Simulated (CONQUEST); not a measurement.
## ScAl3 under changes of volume

One of the cells (17.077 Å³/atom); the others are scaled copies at fixed shape and fractional positions:

```
Sc Al
1.0
     4.08781    0.00000    0.00000
     0.00000    4.08781    0.00000
     0.00000    0.00000    4.08781
Sc Al
1 3
Direct
  0.00000 0.00000 0.00000
  0.00000 0.50000 0.50000
  0.50000 0.50000 0.00000
  0.50000 0.00000 0.50000
```

The cell is a database's computed one.

| Property | Result |
| --- | --- |
| Program | CONQUEST 1.3 |
| Functional | PBE |
| Potentials or basis | PseudoDojo NC PBE, DZP, grid of 48 × 48 × 48 points |
| k mesh | 7 × 7 × 7 |
| Occupations | fermi-dirac, width 0.05 eV |
| Spin | no spin polarisation |

| volume (Å³/atom) | energy over the lowest point (meV/atom) | pressure (GPa) |
| --- | --- | --- |
| 16.052 | 35.02 | 8.1 |
| 16.394 | 20.11 | 5.9 |
| 16.735 | ? | ? |
| 17.077 | 2.76 | 2.2 |
| 17.419 | 0.00 | 0.4 |
| 17.760 | 0.46 | -0.9 |
| 18.102 | 3.88 | -2.3 |

**Question.** What does the run at 16.735 Å³/atom give?

**Answer.** Energy over the lowest point 9.45 meV/atom; pressure 4.1 GPa.

Worked out: A Birch-Murnaghan fit of order 3 (a polynomial in V^(-2/3)) to the other rows has its minimum at 17.54 Å³/atom with B0 = V·E''(V) = 78 GPa and B' = 3.6. It gives 9.46 meV/atom at 16.735 Å³/atom, against the run's 9.45, and -dE/dV = 4.0 GPa, against 4.1.

Energies are extrapolated to zero smearing.

Caveats: the basis of atomic orbitals isn't converged, which shifts pressures, moduli and gaps.
